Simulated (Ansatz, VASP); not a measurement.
# Two plane-wave programs on Tl

File INCAR:

```
PREC = Accurate
ENCUT = 520
EDIFF = 1E-6
ISMEAR = -1
SIGMA = 0.1
LREAL = F
LASPH = T
NELM = 100
ALGO = Normal
ISIF = 2
LWAVE = F
LCHARG = T
GGA = RE
LELF = T
LVHAR = T
NBANDS = 12
```

The input KPOINTS:

```
regular mesh
0
Gamma
  12 12 12
```

Contents of POSCAR:

```
Tl
1.0
    0.0000000000      2.5426132128      2.5426132128
    2.5426132128      0.0000000000      2.5426132128
    2.5426132128      2.5426132128      0.0000000000
Tl
1
Direct
    0.0000000000      0.0000000000      0.0000000000
```

Input for Ansatz:

```yaml
crystal:
  lattice:
    - [0.0, 2.5426132128, 2.5426132128]
    - [2.5426132128, 0.0, 2.5426132128]
    - [2.5426132128, 2.5426132128, 0.0]
  atoms:
    - { symbol: Tl, position: [0.0, 0.0, 0.0] }
hamiltonian:
  xc: revpbe
  pseudopotentials:
    kind: paw
    azcp:
      Tl: "pseudopotentials/Tl.paw.azcp"
basis:
  ecutwfc: 420
  fft_grid_basis: typed
kpoints:
  mp_grid: { grid: [12, 12, 12], shift: [0, 0, 0] }
magnetization:
  spin_polarized: false
scf:
  occupations: { method: fermi_dirac, width: 0.1 }
  lower_state_search: "off"
output:
  stress: true
  write_density: true
  write_potential: true
  elf: true
  volumetric_format: npy
```

Alike in both runs: task single point; functional revPBE; k mesh 12 × 12 × 12; occupations fermi-dirac, width 0.1 eV; no spin polarisation.

|  | VASP | Ansatz |
| --- | --- | --- |
| version | VASP 6.6.1 | Ansatz 0.2.0 |
| potentials or method | VASP PAW PBE potentials, release 64 (Tl_d) | plane waves (420 eV) with PAW, scalar-relativistic |
| plane-wave cutoff (eV) | 520 | 420 |
| valence electrons in the cell | 13 | 13 |

VASP gave:

```
pressure (GPa) : -0.1
```

Task: What did Ansatz give for the same quantities?

Result: Pressure (GPa): 0.0.

With one functional, cell and mesh, what is left measures potentials, basis and numerics.

Caveats: the PAW data sets were made with another functional, which shifts forces and pressure a little (VASP). Spin-orbit coupling is left out, which matters for the levels of Tl.
